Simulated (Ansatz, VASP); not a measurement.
This is a calculation of La2O3 for VASP 6.6.1.

Contents of INCAR:

```
SYSTEM = La2O3
PREC = Accurate
ENCUT = 520
EDIFF = 1E-6
ISMEAR = -1
SIGMA = 0.05
LREAL = .False.
LASPH = .True.
NELM = 100
ALGO = Normal
ISIF = 2
LWAVE = .False.
LCHARG = .True.
GGA = PS
LELF = .True.
LVHAR = .True.
NBANDS = 28
```

Contents of KPOINTS:

```
Automatic mesh
0
Gamma
  8 8 5
  0 0 0
```

File POSCAR:

```
La2O3
1.0
    3.9825045714      0.0000000000      0.0000000000
   -1.9912522857      3.4489501296      0.0000000000
    0.0000000000      0.0000000000      6.1923831845
La O
2 3
Direct
    0.3333333333      0.6666666667      0.2462356800
    0.6666666667      0.3333333333      0.7537643200
    0.0000000000      0.0000000000      0.0000000000
    0.3333333333      0.6666666667      0.6458906500
    0.6666666667      0.3333333333      0.3541093500
```

Potentials or basis: VASP PAW PBE potentials, release 64 (La, O).

The run is started by

```bash
$ cat potpaw_PBE.64/La/POTCAR potpaw_PBE.64/O/POTCAR > POTCAR
$ mpirun -np 1 vasp_std > vasp.out
```

Problem. Set up the same calculation for Ansatz 0.2.0. Potentials there: all-electron LAPW, scalar-relativistic.

Solution. As run (the cutoff follows the program's own potentials):

input.yaml

```yaml
crystal:
  lattice:
    - [3.9825045714, 0.0, 0.0]
    - [-1.9912522857, 3.4489501296, 0.0]
    - [0.0, 0.0, 6.1923831845]
  atoms:
    - { symbol: La, position: [0.3333333333, 0.6666666667, 0.24623568] }
    - { symbol: La, position: [0.6666666667, 0.3333333333, 0.75376432] }
    - { symbol: O, position: [0.0, 0.0, 0.0] }
    - { symbol: O, position: [0.3333333333, 0.6666666667, 0.64589065] }
    - { symbol: O, position: [0.6666666667, 0.3333333333, 0.35410935] }
kpoints:
  mp_grid: { grid: [8, 8, 5] }
scf:
  occupations: { method: fermi_dirac, width: 0.05 }
hamiltonian:
  xc: pbesol
  pseudopotentials: { kind: all_electron, lapw: { basis_error: 0.001 } }
output:
  forces: true
  stress: true
  eigenvalues: true
```

Potentials or basis: all-electron LAPW, scalar-relativistic.

Launch:

```console
$ ansatz run input.yaml --threads 4 --pin off --max-ram 14336MiB --backend cpu --events-out ev --progress --plain --runs-dir out
```

Both were run:

|  | VASP | Ansatz | Ansatz less VASP |
| --- | --- | --- | --- |
| gap on the k mesh at the Fermi level (eV) | 3.78 | 3.76 | -0.022 |
| least direct gap on the mesh (eV) | 3.98 | 3.96 | -0.014 |
| pressure (GPa) | -7.8 | -7.6 | +0.19 |
| largest component of the traceless stress (GPa) | 1.03 | 1.02 | -0.014 |
| rms of the force components (eV/Å) | 0.139 | 0.136 | -0.0029 |

Atom by atom the forces differ by 0.003 eV/Å (rms over components). Ansatz ran all-electron here, so the differences hold the error of VASP's frozen core and of both bases.

Caveats: spin-orbit coupling is left out, which moves the levels of the heavy elements; an odd mesh through Γ misses points on the zone boundary, where band edges often lie; the PAW data sets were made with another functional, which shifts forces and pressure a little (VASP).
